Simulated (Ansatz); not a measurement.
Input of an Ansatz 0.2.0 run:

File input.yaml:

```yaml
crystal:
  lattice:
    - [2.193, 1.2661291403, 10.1656666667]
    - [-2.193, 1.2661291403, 10.1656666667]
    - [0.0, -2.5322582807, 10.1656666667]
  atoms:
    - { symbol: Bi, position: [0.6, 0.6, 0.6] }
    - { symbol: Bi, position: [0.4, 0.4, 0.4] }
    - { symbol: Te, position: [0.7905, 0.7905, 0.7905] }
    - { symbol: Te, position: [0.2095, 0.2095, 0.2095] }
    - { symbol: Te, position: [0.0, 0.0, 0.0] }
hamiltonian:
  xc: revpbe
  pseudopotentials: { kind: paw }
kpoints:
  mp_grid: { grid: [7, 7, 7] }
  band_path:
    path:
      - [[0.0, 0.0, 0.0], [0.5, 0.0, 0.0], [0.5, 0.1770083925, -0.1770083925]]
      - [[0.8229916075, 0.5, 0.1770083925], [0.5, 0.5, 0.5], [0.0, 0.0, 0.0], [0.3385041962, 0.0, -0.3385041962]]
      - [[0.6614958038, 0.3385041962, 0.0], [0.5, 0.5, 0.0], [0.6614958038, 0.6614958038, 0.1770083925], [0.5, 0.5, 0.5]]
      - [[0.5, 0.0, 0.0], [0.8229916075, 0.3385041962, 0.3385041962]]
    npoints: 14
scf:
  occupations: { method: fermi_dirac, width: 0.05 }
  n_extra_bands: 12
output:
  forces: true
  stress: true
  eigenvalues: true
  fatbands: true
  write_density: true
  write_potential: true
  elf: true
  volumetric_format: npy
```

Potentials or basis: Ansatz PAW.

Run with:

```bash
$ ansatz run input.yaml --threads 2 --pin off --max-ram 5632MiB --backend cpu --events-out ev --progress --plain --runs-dir out
```

**Question.** Predict the band gap along the path.

**Answer.** 0.33 eV, direct.

**Question.** Estimate the band gap on the k mesh.

**Answer.** 0.33 eV, direct.

**Question.** Predict the pressure.

**Answer.** 2.9 GPa.

Levels at the corners of the path, in eV from the valence-band top:
| point | band 35 | band 36 | band 37 | band 38 | band 39 | band 40 | band 41 | band 42 | band 43 | band 44 |
| --- | --- | --- | --- | --- | --- | --- | --- | --- | --- | --- |
| Γ | -1.72 | -1.72 | -0.88 | -0.88 | 0.00 | 0.33 | 0.66 | 0.66 | 1.99 | 2.12 |
| L | -3.16 | -2.91 | -2.41 | -0.93 | -0.51 | 0.60 | 1.07 | 2.76 | 2.82 | 3.36 |
| B1 | -3.45 | -2.56 | -1.95 | -0.99 | -0.78 | 1.22 | 1.46 | 2.53 | 3.25 | 4.21 |
| B | -3.45 | -2.56 | -1.95 | -0.99 | -0.78 | 1.22 | 1.46 | 2.53 | 3.25 | 4.21 |
| Z | -1.42 | -1.42 | -1.17 | -1.17 | -0.43 | 0.86 | 1.14 | 1.14 | 1.65 | 1.65 |
| Γ | -1.72 | -1.72 | -0.88 | -0.88 | 0.00 | 0.33 | 0.66 | 0.66 | 1.99 | 2.12 |
| X | -3.07 | -2.97 | -1.63 | -1.39 | -0.66 | 1.10 | 2.02 | 2.06 | 3.64 | 3.81 |
| Q | -3.07 | -2.97 | -1.63 | -1.39 | -0.66 | 1.10 | 2.02 | 2.06 | 3.64 | 3.81 |
| F | -2.36 | -1.99 | -1.81 | -1.56 | -0.97 | 0.87 | 1.54 | 2.05 | 2.67 | 2.73 |
| P1 | -2.51 | -2.46 | -1.37 | -1.32 | -1.24 | 1.19 | 1.33 | 1.69 | 2.63 | 3.08 |
| Z | -1.42 | -1.42 | -1.17 | -1.17 | -0.43 | 0.86 | 1.14 | 1.14 | 1.65 | 1.65 |
| L | -3.16 | -2.91 | -2.41 | -0.93 | -0.51 | 0.60 | 1.07 | 2.76 | 2.82 | 3.36 |
| P | -2.51 | -2.46 | -1.37 | -1.32 | -1.24 | 1.19 | 1.33 | 1.69 | 2.63 | 3.08 |

Caveat: spin-orbit coupling is left out, which as a rule narrows the gap of such compounds by several tenths of an eV; the PAW data sets come from PBE, with cores solved anew for the run's functional, which leaves a small shift of forces and pressure.

**What was measured.**

“Vacancy and Antisite-Induced Ferromagnetism in Liquid-Phase Exfoliated Bi2Te3”, 2024, arxiv:2412.10539 quotes, for a bulk crystal of Bi2Te3: band gap 0.17 eV.

A measured gap of Bi2Te3 is 0.17 eV (quoted in “Vacancy and Antisite-Induced Ferromagnetism in Liquid-Phase Exfoliated Bi2Te3”, 2024, arxiv:2412.10539); the calculated 0.33 eV misses it by +0.16 eV. Spin-orbit coupling on Bi, Te is left out. The value is that of revPBE, without temperature or zero-point motion.
